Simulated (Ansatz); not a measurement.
Runs of Ansatz 0.2.0 on HgTe (Coloradoite). Symmetry: F-43m, No. 216, cubic system. The conventional cell has a = 6.429 Å, b = 6.429 Å, c = 6.429 Å, α = 90.00°, β = 90.00°, γ = 90.00°. Around Hg (site symmetry -43m) lie 4 Te at 2.78 Å. Te (site symmetry -43m) is surrounded by 4 Hg at 2.78 Å. 

```tsv
task	level	cutoff (eV)	share of exact exchange	points for each segment of the path	gap on the mesh (eV)	pressure (GPa)
single point	r2SCAN0 form with a typed share of exact exchange	500	0.1	-	none	3.2
band structure	LDA	420	-	14	none	0.6
band structure	revPBE	420	-	14	none	6.3
band structure	PBE	420	-	14	none	(a)
single point	r2SCAN0 form with a typed share of exact exchange	500	0.5	-	(b)	1.4
```

Alike in all rows: potentials or basis Ansatz PAW; no spin polarisation; cell as given; k mesh 4 × 4 × 4; smearing fermi-dirac 0.05 eV; the mesh is coarse, so values aren't converged.

**Question.** Fill in the values left out.

**Answer.** (a) 5.0; (b) 2.25.

Caveats: all runs use coarse meshes; the PAW data sets come from PBE, with cores solved anew for the run's functional, which leaves a small shift of forces and pressure (some runs); spin-orbit coupling is left out, which moves the levels of the heavy elements (some runs); the thresholds are loose for stress (some runs).

A k mesh can miss the band edges, and the runs leave out spin-orbit coupling on Hg, Te.

A gap of «none» marks a metal or a gap under the smearing width.
